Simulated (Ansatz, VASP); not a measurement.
**One calculation of Sb, two programs**

INCAR

```
SYSTEM = Sb
PREC     = Accurate       ! precision mode
ENCUT    = 520            ! plane-wave cutoff, eV
EDIFF    = 1E-7           ! SCF threshold, eV
ISMEAR   = -1             ! smearing method
SIGMA    = 0.05           ! smearing width, eV
LREAL    = .FALSE.        ! projectors in reciprocal space
LASPH    = .TRUE.         ! aspherical terms in the spheres
NELM     = 100            ! most SCF steps
ALGO     = Normal         ! electronic algorithm
ISIF     = 2              ! what is computed and relaxed
LWAVE    = .FALSE.        ! write WAVECAR
LCHARG   = .FALSE.        ! write CHGCAR
GGA      = PE             ! functional
NBANDS   = 8              ! bands
```

Contents of KPOINTS:

```
Automatic mesh
0
G
  10 10 10
  0 0 0
```

The input POSCAR:

```
Sb
1.0
    0.0000000000      2.3391947752      2.3391947752
    2.3391947752      0.0000000000      2.3391947752
    2.3391947752      2.3391947752      0.0000000000
Sb
1
Direct
    0.0000000000      0.0000000000      0.0000000000
```

File input.yaml:

```yaml
crystal:
  lattice:
    - [0.0, 2.3391947752, 2.3391947752]
    - [2.3391947752, 0.0, 2.3391947752]
    - [2.3391947752, 2.3391947752, 0.0]
  atoms:
    - { symbol: Sb, position: [0.0, 0.0, 0.0] }
hamiltonian:
  xc: pbe
  pseudopotentials: { kind: paw }
kpoints:
  mp_grid: { grid: [10, 10, 10] }
scf:
  occupations: { method: fermi_dirac, width: 0.05 }
output:
  forces: true
  stress: true
  eigenvalues: true
```

Change from the starting cell: volume scaled by 0.96.

Alike in both runs: task single point; functional PBE; k mesh 10 × 10 × 10; occupations fermi-dirac, width 0.05 eV; no spin polarisation.

|  | VASP | Ansatz |
| --- | --- | --- |
| version | VASP 6.6.1 | Ansatz 0.2.0 |
| potentials or method | VASP PAW PBE potentials, release 64 (Sb) | Ansatz PAW |
| plane-wave cutoff (eV) | 520 | 420 |
| valence electrons in the cell | 5 | 15 |

|  | VASP | Ansatz | Ansatz less VASP |
| --- | --- | --- | --- |
| gap on the k mesh at the Fermi level (eV) | none | none | - |
| pressure (GPa) | 4.5 | 4.7 | +0.15 |

A gap of «none» marks a metal or a gap that the smearing closes. The functional is the same, so the differences come from potentials, cutoffs and numerics. The two sets of potentials don't hold the same shells in valence.

The runs have no spin-orbit coupling, so splittings on Sb are missing.
